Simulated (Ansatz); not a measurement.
Crystal: AlCu3.

```
Cu Al
1.0
     0.00000    2.88801    2.88801
     2.88801    0.00000    2.88801
     2.88801    2.88801    0.00000
Cu Al
3 1
Direct
  0.75000 0.75000 0.75000
  0.25000 0.25000 0.25000
  0.50000 0.50000 0.50000
  0.00000 0.00000 0.00000
```

The cell comes from a database or a generator and needn't be the stable form of this composition.

Base run:

```yaml
Program: Ansatz 0.2.0
Functional: PBEsol
Potentials_or_basis: all-electron LAPW, scalar-relativistic
Cutoff: 287 eV (chosen from the basis error)
Basis_error_allowed: 0.002 eV/atom
k_mesh: 8 × 8 × 8
Occupations: fermi-dirac, width 0.05 eV
Spin: no spin polarisation
```

Its results: pressure -0.8 GPa.

Q: The run is repeated on the same cell with these changes: functional from PBEsol to LDA. What comes out?

A: Pressure -6.2 GPa.

LDA binds more tightly than PBEsol, so the same cell stands under less pressure.
